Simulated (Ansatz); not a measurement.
Input of an Ansatz 0.2.0 run:

The input input.yaml:

```yaml
crystal:
  lattice:
    - [-1.9111067713, 1.9111067713, 4.2806687947]
    - [1.9111067713, -1.9111067713, 4.2806687947]
    - [1.9111067713, 1.9111067713, -4.2806687947]
  atoms:
    - { symbol: Ti, position: [0.0, 0.0, 0.0] }
    - { symbol: Al, position: [0.25, 0.75, 0.5] }
    - { symbol: Al, position: [0.75, 0.25, 0.5] }
    - { symbol: Al, position: [0.5, 0.5, 0.0] }
hamiltonian:
  xc: lda
  pseudopotentials: { kind: paw }
kpoints:
  mp_grid: { grid: [7, 7, 7] }
scf:
  occupations: { method: fermi_dirac, width: 0.05 }
phonons:
  method: dfpt
```

Potentials or basis: Ansatz PAW.

Run with:

```bash
$ ansatz run input.yaml --threads 2 --pin off --max-ram 5632MiB --backend cpu --events-out ev --progress --plain --runs-dir out
```

Problem. Predict the highest phonon frequency at Γ.

Solution. 338 cm⁻¹.

Problem. Predict the band gap on the k mesh.

Solution. None (metal or under the smearing width).

Phonon frequencies in cm⁻¹ (negative: imaginary):
| q point | frequencies |
| --- | --- |
| (0.000, 0.000, 0.000) | 0 0 0 196 218 218 249 314 328 328 338 338 |
